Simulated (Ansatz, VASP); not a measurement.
## Two plane-wave programs on SiMo3

File INCAR:

```
PREC = Accurate ; ENCUT = 520
EDIFF = 1E-7 ; ISMEAR = 0
SIGMA = 0.1 ; LREAL = False
LASPH = True ; NELM = 150
ALGO = Normal ; ISIF = 2
LWAVE = False ; LCHARG = False
ISPIN = 2 ; MAGMOM = 0 1 1 1
LORBIT = 11 ; LMAXMIX = 4
GGA = PE ; NBANDS = 35
```

Contents of KPOINTS:

```
regular mesh
0
Gamma
  6 6 6
```

File POSCAR:

```
SiMo3
1.0
    0.0000000000      3.0995405396      3.0995405396
    3.0995405396      0.0000000000      3.0995405396
    3.0995405396      3.0995405396      0.0000000000
Si Mo
1 3
Direct
    0.0000000000      0.0000000000      0.0000000000
    0.7500000000      0.7500000000      0.7500000000
    0.2500000000      0.2500000000      0.2500000000
    0.5000000000      0.5000000000      0.5000000000
```

Input for Ansatz:

```yaml
crystal:
  lattice:
    - [0.0, 3.0995405396, 3.0995405396]
    - [3.0995405396, 0.0, 3.0995405396]
    - [3.0995405396, 3.0995405396, 0.0]
  atoms:
    - { symbol: Si, position: [0.0, 0.0, 0.0] }
    - { symbol: Mo, position: [0.75, 0.75, 0.75], spin: 1.0 }
    - { symbol: Mo, position: [0.25, 0.25, 0.25], spin: 1.0 }
    - { symbol: Mo, position: [0.5, 0.5, 0.5], spin: 1.0 }
basis:
  ecutwfc: 420
kpoints:
  mp_grid: { grid: [6, 6, 6] }
hamiltonian:
  xc: pbe
scf:
  occupations: { method: gaussian, width: 0.1 }
  lower_state_search: "off"
output:
  forces: true
  stress: true
  eigenvalues: true
  populations: true
magnetization:
  spin_polarized: true
```

Alike in both runs: task single point; functional PBE; k mesh 6 × 6 × 6; occupations gaussian, width 0.1 eV; collinear spin.

|  | VASP | Ansatz |
| --- | --- | --- |
| version | VASP 6.6.1 | Ansatz 0.2.0 |
| potentials or method | VASP PAW PBE potentials, release 64 (Si, Mo_sv) | scalar-relativistic, plane waves, PAW |
| plane-wave cutoff (eV) | 520 | 420 |
| valence electrons in the cell | 46 | 46 |

```csv
,VASP,Ansatz,Ansatz less VASP
gap on the k mesh at the Fermi level (eV),none,none,-
pressure (GPa),0.2,-0.2,-0.39
net moment per atom (μB),0.00,0.00,0.000
```

A gap of «none» marks a metal or a gap that the smearing closes. With one functional, cell and mesh, what is left measures potentials, basis and numerics. Ansatz warned: «seeded_moment_not_kept».
